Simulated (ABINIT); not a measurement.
# Sn (Pm-3m) in ABINIT: reference runs

Aim: a first look at Sn with PBE, on the cell as given and on a disturbed one.

All numbers are computed with ABINIT 10.8.3 (patched build); they aren't measurements. Logs are shortened: lines on timing, memory, paths and dates and some standing lists are left out, and cuts for length are marked. The log counts tension as positive stress, the text compression.

## (1) The structure

Symmetry: Pm-3m, No. 221, cubic system. Conventional cell: a = 4.558 Å, b = 4.558 Å, c = 4.558 Å, α = 90.00°, β = 90.00°, γ = 90.00°. Sn (site symmetry 4/mmm) has 8 Sn at 3.22 Å as nearest neighbours.

The cell was built by a generator and needn't be a form met in nature.

## (2) Single point, PBE

run.abi reads:

```
# Pseudopotentials
pp_dirpath "./"
pseudos "Sn.GGA_PBE-JTH.xml"

# Structure
structure "poscar:POSCAR"
natom 3

# Plane-wave basis
ecut 22.0
pawecutdg 44.0
pawxcdev 0

# k points
kptopt 1
ngkpt 6 6 6
nshiftk 1
shiftk 0.0 0.0 0.0

# Exchange and correlation
ixc 11

# Bands and occupations
nband 26
occopt 3
tsmear 0.05 eV

# SCF cycle
nstep 100
tolvrs 1.0e-9

# Output
iomode 3
prtwf 0
prtden 0
prteig 0
prtebands 0
prtvol 2
```

POSCAR reads:

```
Sn
1.0
    4.5581600000      0.0000000000      0.0000000000
    0.0000000000      4.5581600000      0.0000000000
    0.0000000000      0.0000000000      4.5581600000
Sn
3
Direct
    0.5000000000      0.0000000000      0.0000000000  Sn
    0.0000000000      0.5000000000      0.0000000000  Sn
    0.0000000000      0.0000000000      0.5000000000  Sn
```

Potentials or basis: JTH PAW PBE v2.0.

The run is started by

```sh
> abinit run.abi > log 2>&1
```

run.abo:

```text
.Version 10.8.3 of ABINIT
 Symmetries : space group Pm -3 m (#221); Bravais cP (primitive cubic)
================================================================================
 Values of the parameters that define the memory need of the present run
     intxc =       0    ionmov =       0      iscf =      17    lmnmax =      18
     lnmax =       6     mgfft =      40  mpssoang =       3    mqgrid =    3001
     natom =       3  nloc_mem =       2    nspden =       1   nspinor =       1
    nsppol =       1      nsym =      48    n1xccc =       1    ntypat =       1
    occopt =       3   xclevel =       2
       mpw =        3168          nfft =       64000          nkpt =          20
 PAW method is used; the additional fine FFT grid is defined by:
   mgfftf=        54    nfftf =    157464
================================================================================
================================================================================

--------------------------------------------------------------------------------
------------- Echo of variables that govern the present computation ------------
--------------------------------------------------------------------------------
 -outvars: echo values of preprocessed input variables --------
            acell      1.0000000000E+00  1.0000000000E+00  1.0000000000E+00 Bohr
              amu      1.18710000E+02
             ecut      2.20000000E+01 Hartree
              ixc          11
         kptrlatt        6    0    0      0    6    0      0    0    6
          kptrlen      5.16820442E+01
            natom           3
            nband          26
            ngfft          40      40      40
          ngfftdg          54      54      54
             nkpt          20
            nstep         100
             nsym          48
           ntypat           1
           occopt           3
        pawecutdg      4.40000000E+01 Hartree
         pawxcdev           0
           prtden           0
        prtebands           0
           prteig           0
           prtvol           2
            prtwf           0
            rprim      8.6136740381E+00  0.0000000000E+00  0.0000000000E+00
                       0.0000000000E+00  8.6136740381E+00  0.0000000000E+00
                       0.0000000000E+00  0.0000000000E+00  8.6136740381E+00
          spgroup         221
           tolvrs      1.00000000E-09
           tsmear      1.83746611E-03 Hartree
            typat      1  1  1
           useylm           1
           xangst      2.2790800000E+00  0.0000000000E+00  0.0000000000E+00
                       0.0000000000E+00  2.2790800000E+00  0.0000000000E+00
                       0.0000000000E+00  0.0000000000E+00  2.2790800000E+00
            xcart      4.3068370190E+00  0.0000000000E+00  0.0000000000E+00
                       0.0000000000E+00  4.3068370190E+00  0.0000000000E+00
                       0.0000000000E+00  0.0000000000E+00  4.3068370190E+00
             xred      5.0000000000E-01  0.0000000000E+00  0.0000000000E+00
                       0.0000000000E+00  5.0000000000E-01  0.0000000000E+00
                       0.0000000000E+00  0.0000000000E+00  5.0000000000E-01
            znucl       50.00000

================================================================================

 chkinp: Checking input parameters for consistency.

================================================================================
== DATASET  1 ==================================================================

--- !DatasetInfo
iteration_state: {dtset: 1, }
dimensions: {natom: 3, nkpt: 20, mband: 26, nsppol: 1, nspinor: 1, nspden: 1, mpw: 3168, }
cutoff_energies: {ecut:  22.0, pawecutdg:  44.0, }
electrons: {nelect:   4.20000000E+01, charge:   0.00000000E+00, occopt:   3.00000000E+00, tsmear:   1.83746611E-03, }
meta: {optdriver: 0, ionmov: 0, optcell: 0, iscf: 17, paral_kgb: 0, }
...

 Exchange-correlation functional for the present dataset will be:
  GGA: Perdew-Burke-Ernzerhof functional - ixc=11
  J.P.Perdew, K.Burke, M.Ernzerhof, PRL 77, 3865 (1996)

 Real(R)+Recip(G) space primitive vectors, cartesian coordinates (Bohr,Bohr^-1):
 R(1)=  8.6136740  0.0000000  0.0000000  G(1)=  0.1160945  0.0000000  0.0000000
 R(2)=  0.0000000  8.6136740  0.0000000  G(2)=  0.0000000  0.1160945  0.0000000
 R(3)=  0.0000000  0.0000000  8.6136740  G(3)=  0.0000000  0.0000000  0.1160945
 Unit cell volume ucvol=  6.3909482E+02 bohr^3
 Angles (23,13,12)=  9.00000000E+01  9.00000000E+01  9.00000000E+01 degrees

[... 193 lines left out ...]
       0.000000000000      0.500000000000      0.000000000000
       0.000000000000      0.000000000000      0.500000000000
 rms dE/dt=  0.0000E+00; max dE/dt=  0.0000E+00; dE/dt below (all hartree)
    1       0.000000000000      0.000000000000      0.000000000000
    2       0.000000000000      0.000000000000      0.000000000000
    3       0.000000000000      0.000000000000      0.000000000000

 cartesian coordinates (angstrom) at end:
    1      2.27908000000000     0.00000000000000     0.00000000000000
    2      0.00000000000000     2.27908000000000     0.00000000000000
    3      0.00000000000000     0.00000000000000     2.27908000000000

 cartesian forces (hartree/bohr) at end:
    1     -0.00000000000000    -0.00000000000000    -0.00000000000000
    2     -0.00000000000000    -0.00000000000000    -0.00000000000000
    3     -0.00000000000000    -0.00000000000000    -0.00000000000000
 frms,max,avg= 0.0000000E+00 0.0000000E+00   0.000E+00  0.000E+00  0.000E+00 h/b

 cartesian forces (eV/Angstrom) at end:
    1     -0.00000000000000    -0.00000000000000    -0.00000000000000
    2     -0.00000000000000    -0.00000000000000    -0.00000000000000
    3     -0.00000000000000    -0.00000000000000    -0.00000000000000
 frms,max,avg= 0.0000000E+00 0.0000000E+00   0.000E+00  0.000E+00  0.000E+00 e/A
 length scales=  1.000000000000  1.000000000000  1.000000000000 bohr
              =  0.529177210544  0.529177210544  0.529177210544 angstroms
 Fermi (or HOMO) energy (hartree) =   0.17579   Average Vxc (hartree)=  -0.34527
 Eigenvalues (hartree) for nkpt=  20  k points:
 kpt#   1, nband= 26, wtk=  0.00463, kpt=  0.0000  0.0000  0.0000 (reduced coord)
  -0.61061   -0.61061   -0.61061   -0.60957   -0.60636   -0.60636   -0.60310   -0.60310
  -0.60310   -0.60152   -0.60152   -0.59935   -0.59813   -0.59813   -0.59813   -0.20612
   0.03318    0.03318    0.08751    0.08751    0.08751    0.27033    0.30245    0.30245
   0.30245    0.38982
      occupation numbers for kpt#   1
   2.00000    2.00000    2.00000    2.00000    2.00000    2.00000    2.00000    2.00000
   2.00000    2.00000    2.00000    2.00000    2.00000    2.00000    2.00000    2.00000
   2.00000    2.00000    2.00000    2.00000    2.00000    0.00000    0.00000    0.00000
   0.00000    0.00000
 kpt#   2, nband= 26, wtk=  0.02778, kpt=  0.1667  0.0000  0.0000 (reduced coord)
  -0.61051   -0.60985   -0.60985   -0.60907   -0.60630   -0.60593   -0.60320   -0.60312
  -0.60312   -0.60194   -0.60151   -0.59973   -0.59898   -0.59898   -0.59812   -0.19926
  -0.01674    0.03645    0.09508    0.09508    0.13555    0.27427    0.28159    0.28159
   0.29350    0.34967
      occupation numbers for kpt#   2
   2.00000    2.00000    2.00000    2.00000    2.00000    2.00000    2.00000    2.00000
[... 168 lines left out ...]
      occupation numbers for kpt#  19
   2.00000    2.00000    2.00000    2.00000    2.00000    2.00000    2.00000    2.00000
   2.00000    2.00000    2.00000    2.00000    2.00000    2.00000    2.00000    2.00000
   2.00000    2.00000    2.00000    2.00000    2.00000    2.00000    0.00000    0.00000
   0.00000    0.00000
 kpt#  20, nband= 26, wtk=  0.00463, kpt=  0.5000  0.5000  0.5000 (reduced coord)
  -0.60779   -0.60779   -0.60779   -0.60717   -0.60717   -0.60717   -0.60656   -0.60226
  -0.60226   -0.60226   -0.60214   -0.60214   -0.59910   -0.59910   -0.59910   -0.05379
  -0.05379   -0.05379   -0.00289    0.07276    0.07276    0.07276    0.26929    0.43882
   0.43882    0.46840
      occupation numbers for kpt#  20
   2.00000    2.00000    2.00000    2.00000    2.00000    2.00000    2.00000    2.00000
   2.00000    2.00000    2.00000    2.00000    2.00000    2.00000    2.00000    2.00000
   2.00000    2.00000    2.00000    2.00000    2.00000    2.00000    0.00000    0.00000
   0.00000    0.00000
 Total charge density [el/Bohr^3]
)     Maximum=    4.4116E+00  at reduced coord.    0.0000    0.0000    0.5000
)Next maximum=    4.4116E+00  at reduced coord.    0.0000    0.5000    0.0000
)     Minimum=    1.1731E-03  at reduced coord.    0.5000    0.5000    0.5000
)Next minimum=    1.1828E-03  at reduced coord.    0.5000    0.5000    0.4815
   Integrated=    4.2000E+01

--- !EnergyTerms
iteration_state     : {dtset: 1, }
comment             : Components of total free energy in Hartree
kinetic             :  3.50673035540465E+01
hartree             :  8.13964593708076E+01
xc                  : -2.05739823998624E+01
Ewald energy        : -1.36606994218155E+02
psp_core            :  5.07105590809180E+00
local_psp           : -2.20481080948033E+02
PAW spherical_terms :  4.69977748068474E+01
internal            : -2.09129463926257E+02
'-kT*entropy'       : -6.75672490023946E-04
total_energy        : -2.09130139598747E+02
total_energy_eV     : -5.69072100429744E+03
...

--- !EnergyTermsDC
iteration_state     : {dtset: 1, }
comment             : '"Double-counting" decomposition of free energy'
band_energy         : -1.78792349309259E+01
Ewald energy        : -1.36606994218155E+02
psp_core            :  5.07105590809180E+00
xc_dc               : -8.83464803793469E+01
PAW spherical_terms :  2.86321934086951E+01
internal            : -2.09129460211641E+02
'-kT*entropy'       : -6.75672490023946E-04
total_energy_dc     : -2.09130135884131E+02
total_energy_dc_eV  : -5.69072090321759E+03
...

--- !EnergyTermsWithPAWCore
iteration_state     : {dtset: 1, }
comment             : 'Components of total free energy, including PAW core contributions'
Total energy        : -1.85320044406786E+04
Total energy DC     : -1.85320044369639E+04
Total energy (eV)   : -5.04281530747539E+05
Total energy DC (eV): -5.04281530646460E+05
...

 Cartesian components of stress tensor (hartree/bohr^3)
  sigma(1 1)= -9.10982750E-08  sigma(3 2)=  0.00000000E+00
  sigma(2 2)= -9.10982750E-08  sigma(3 1)=  0.00000000E+00
  sigma(3 3)= -9.10982750E-08  sigma(2 1)=  0.00000000E+00

-Cartesian components of stress tensor (GPa)         [Pressure=  2.6802E-03 GPa]
- sigma(1 1)= -2.68020378E-03  sigma(3 2)=  0.00000000E+00
- sigma(2 2)= -2.68020378E-03  sigma(3 1)=  0.00000000E+00
- sigma(3 3)= -2.68020378E-03  sigma(2 1)=  0.00000000E+00

== END DATASET(S) ==============================================================
================================================================================

 -outvars: echo values of variables after computation  --------
            acell      1.0000000000E+00  1.0000000000E+00  1.0000000000E+00 Bohr
           etotal     -2.0913013588E+02
            fcart     -0.0000000000E+00 -0.0000000000E+00 -0.0000000000E+00
                      -0.0000000000E+00 -0.0000000000E+00 -0.0000000000E+00
                      -0.0000000000E+00 -0.0000000000E+00 -0.0000000000E+00
            rprim      8.6136740381E+00  0.0000000000E+00  0.0000000000E+00
                       0.0000000000E+00  8.6136740381E+00  0.0000000000E+00
                       0.0000000000E+00  0.0000000000E+00  8.6136740381E+00
           strten     -9.1098274986E-08 -9.1098274981E-08 -9.1098274988E-08
                       0.0000000000E+00  0.0000000000E+00  0.0000000000E+00
           xangst      2.2790800000E+00  0.0000000000E+00  0.0000000000E+00
                       0.0000000000E+00  2.2790800000E+00  0.0000000000E+00
                       0.0000000000E+00  0.0000000000E+00  2.2790800000E+00
             xred      5.0000000000E-01  0.0000000000E+00  0.0000000000E+00
                       0.0000000000E+00  5.0000000000E-01  0.0000000000E+00
                       0.0000000000E+00  0.0000000000E+00  5.0000000000E-01
 Calculation completed.
```

It took 55 s on 1 thread of Arm Neoverse V1, shared host; peak memory 0.16 GiB.

What came out:

- Free energy: -5690.7209 eV
- Pressure: 0.0 GPa
- Band gap on the k mesh: none (metal or under the smearing width)
- Valence electrons inside the program's atomic spheres: Sn 11.85 (radii [1.3287] Å)

Levels at points of the mesh, in eV from the Fermi level:
```
           k point  band 18  band 19  band 20  band 21  band 22  band 23  band 24  band 25
(0.00, 0.00, 0.00)    -3.88    -2.40    -2.40    -2.40     2.57     3.45     3.45     3.45
(0.50, 0.00, 0.00)    -3.47    -1.19    -1.19     0.85     0.85     1.13     1.53     1.80
(0.50, 0.50, 0.00)    -7.02    -3.21     0.08     0.61     1.25     1.25     2.02     2.02
(0.50, 0.50, 0.50)    -6.25    -4.86    -2.80    -2.80    -2.80     2.54     7.16     7.16
```

## (3) Single point, PBE (atoms moved at random, drawn with an rms of 0.05 Å)

run.abi reads:

```
# Pseudopotentials
pp_dirpath "./"
pseudos "Sn.GGA_PBE-JTH.xml"

# Structure
acell 8.6136740322 8.6136740322 8.6136740322
rprim
     1.0000000000     0.0000000000     0.0000000000
     0.0000000000     1.0000000000     0.0000000000
     0.0000000000     0.0000000000     1.0000000000
ntypat 1
znucl 50
natom 3
typat 1 1 1
xred
     0.5037250000     0.0093720000     0.0064900000
     0.0030340000     0.5014910000    -0.0023730000
    -0.0029740000     0.0060510000     0.5025270000
chkprim 0
chksymtnons 0
tolsym 1.0e-6

# Plane-wave basis
ecut 598.650497 eV
pawecutdg 44.0
pawxcdev 0

# k points
kptopt 1
ngkpt 6 6 6
nshiftk 1
shiftk 0.0 0.0 0.0

# Exchange and correlation
ixc 11

# Bands and occupations
nband 26
occopt 3
tsmear 0.00183747

# SCF cycle
nstep 100
tolvrs 1.0e-9

# Output
iomode 3
prtwf 0
prteig 0
prtebands 0
enunit 2
prtvol 2
prtden 1
prtvha 1
prtvclmb 1
prtpot 1
```

Potentials or basis: JTH PAW PBE v2.0.

The run is started by

```sh
> abinit run.abi > log 2>&1
```

It took 5.1 min on 1 thread of Arm Neoverse V1, shared host; peak memory 0.36 GiB.

Results (log left out):

```
Free energy                                           : -5690.7207 eV
Pressure                                              : 0.0 GPa
Largest force                                         : 0.115 eV/Å
Band gap on the k mesh                                : none (metal or under the smearing width)
Valence electrons inside the program's atomic spheres : Sn 11.86 (radii [1.3287] Å)
```

Forces on the atoms (eV/Å):
```
Sn  -0.048 -0.061  0.013
Sn   0.039  0.107 -0.014
Sn   0.009 -0.046  0.001
```

Levels at points of the mesh, in eV from the Fermi level:
```
           k point  band 17  band 18  band 19  band 20  band 21  band 22  band 23  band 24  band 25  band 26
(0.00, 0.00, 0.00)    -3.89    -3.88    -2.40    -2.40    -2.40     2.56     3.45     3.45     3.45     5.82
(0.50, 0.00, 0.00)    -7.73    -3.47    -1.20    -1.20     0.82     0.85     1.16     1.53     1.80     5.41
(0.00, 0.50, 0.00)    -7.72    -3.47    -1.20    -1.20     0.83     0.85     1.15     1.53     1.80     5.41
(0.50, 0.50, 0.00)    -7.02    -7.01    -3.21     0.08     0.60     1.24     1.26     2.02     2.02     6.17
(0.00, 0.00, 0.50)    -7.73    -3.47    -1.20    -1.19     0.83     0.85     1.15     1.53     1.80     5.41
(0.50, 0.00, 0.50)    -7.02    -7.02    -3.21     0.07     0.62     1.24     1.25     2.02     2.03     6.26
(0.00, 0.50, 0.50)    -7.02    -7.01    -3.21     0.07     0.60     1.24     1.26     2.02     2.02     6.17
(0.50, 0.50, 0.50)    -6.25    -6.25    -4.86    -2.80    -2.80    -2.80     2.54     7.16     7.16     7.97
```
